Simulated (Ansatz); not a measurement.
Crystal: BP.

```
CELL_PARAMETERS angstrom
0.00000 2.26900 2.26900
2.26900 0.00000 2.26900
2.26900 2.26900 0.00000
ATOMIC_POSITIONS crystal
P 0.75000 0.75000 0.75000
B 0.00000 0.00000 0.00000
```

```yaml
Program: Ansatz 0.2.0
Task: relaxation of cell and atoms
Functional: BLYP
Dispersion: D3(BJ)
Potentials_or_basis: Ansatz PAW
Cutoff: "420 eV (not typed: the program's choice for these potentials)"
k_mesh: 10 × 10 × 10
Occupations: fermi-dirac, width 0.05 eV
Spin: no spin polarisation
```

At the start: volume 11.68 Å³/atom.

**Question.** How do energy, volume and symmetry change on relaxing?

**Answer.** It ends after 4 steps and the volume is 11.43 Å³/atom (-2.1 %); space group F-43m (No. 216, to 0.05 Å).

Step by step:
```csv
step,energy change (eV),largest force (eV/Å),volume (Å³)
1,0.0000,0.0000,23.36
2,-0.0045,0.0000,23.10
3,-0.0058,0.0000,22.86
4,-0.0054,0.0000,22.86
```

Final structure:
```xyz
2
Lattice="0.0000 2.2527 2.2527 2.2527 0.0000 2.2527 2.2527 2.2527 0.0000" Properties=species:S:1:pos:R:3 pbc="T T T"
P     3.3791    3.3791    3.3791
B     0.0000    0.0000    0.0000
```

Caveat: the plane-wave basis is chosen anew once the cell has moved, so the energies of steps on either side of that aren't comparable; the PAW data sets come from PBE, with cores solved anew for the run's functional, which leaves a small shift of forces and pressure.
